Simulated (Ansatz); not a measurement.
**HfO2 in Ansatz: the effect of functional**

Crystal: HfO2.

```
CELL_PARAMETERS angstrom
5.21946 0.00000 0.00000
0.00000 5.00476 0.00000
0.00000 0.00000 5.03269
ATOMIC_POSITIONS crystal
Hf 0.96699 0.73252 0.74144
Hf 0.53301 0.73252 0.24144
Hf 0.46699 0.26748 0.74144
Hf 0.03301 0.26748 0.24144
O 0.63213 0.92865 0.87927
O 0.86787 0.92865 0.37927
O 0.23395 0.53988 0.49229
O 0.26605 0.53988 0.99229
O 0.76605 0.46012 0.99229
O 0.73395 0.46012 0.49229
O 0.13213 0.07135 0.87927
O 0.36787 0.07135 0.37927
```

Measurements of this composition are mostly on another form, of space group No. 14.

Alike in all runs:

| Item | Value |
| --- | --- |
| Program | Ansatz 0.2.0 |
| Task | band structure |
| Potentials or basis | Ansatz PAW |
| k mesh | 4 × 5 × 4 |
| Occupations | fermi-dirac, width 0.05 eV |
| Spin | no spin polarisation |

```csv
functional,cutoff,gap on the mesh (eV),pressure (GPa),largest force (eV/Å)
PBEsol,420 eV (not typed: the program's choice for these potentials),4.43,1.7,0.10
RPBE,420 eV (not typed: the program's choice for these potentials),4.62,14.9,0.14
revPBE,420 eV (not typed: the program's choice for these potentials),4.60,13.5,0.13
BLYP,420 eV (not typed: the program's choice for these potentials),4.57,16.5,0.16
r2SCAN,500 eV (not typed: the program's choice for these potentials),?,?,?
```

Problem. What does the run with functional r2SCAN give?

Solution. gap on the mesh 5.06 eV; pressure 4.0 GPa; largest force 0.07 eV/Å.

Caveats: spin-orbit coupling is left out, which moves the levels of the heavy elements; the PAW data sets come from PBE, with cores solved anew for the run's functional, which leaves a small shift of forces and pressure.

